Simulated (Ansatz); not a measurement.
# SiO2: gradients before and after relaxing the atoms

Start: an entry of the Crystallography Open Database (COD; perhaps a calculated or model structure), taken as it stands.

Space group P4_32_12 (No. 96); a = 4.9329, c = 6.4645 Å.

```csv
site,Wyckoff,site symmetry,x,y,z
Si,4a,..2,0.8177,0.8177,0.5000
O,8b,1,0.2683,0.3646,0.8019
```

One atom of each set is listed.

Computed with Ansatz: DFT, PBE, plane waves and PAW (field gradients read without the response of the frozen cores, which leaves them typically 4 to 6 % off), scalar-relativistic, 420 eV cutoff, Γ-centred 4×4×3 k-points, Fermi–Dirac smearing 0.02 eV.

The largest force at the start is 0.20 eV/Å. Relaxing the ions at fixed cell moves them by 0.014 Å at most (atom 12, O) and 0.012 Å rms. End positions:

Si (0.8169, 0.8169, 0.5000)
O (0.2693, 0.3637, 0.8000)

```tsv
site	moved (Å)	first shell before	first shell after	V_zz before (10²¹ V/m²)	η before
Si	0.006	4 O at 1.62 Å	4 O at 1.63 Å	0.61	0.22
O	0.014	2 Si at 1.62 Å, angle 138°	2 Si at 1.63 Å, angle 137°	9.36	0.29
```

Question: What are V_zz and η after the relaxation?

Answer: 

```json
{"site": "Si", "V_zz after": "0.54", "η after": "0.04", "change of V_zz": "-0.07"}
{"site": "O", "V_zz after": "9.35", "η after": "0.32", "change of V_zz": "-0.01"}
```

The largest change of V_zz is on Si, from 0.61 to 0.54. The whole tensor moves most on O, by 0.28 along its most changed direction. In per cent, |V_zz| changes by -12 on Si, 0 on O (all sites that start above 0.5). Where |V_zz| stays above 0.1, η moves most on Si, from 0.22 to 0.04.

The cell is 8 % smaller than that of α-cristobalite at ambient conditions, so the entry probably stands for a crystal under pressure.
Before: At this cell the principal stresses reach 6 GPa in size with PBE, which can matter for small gradients.
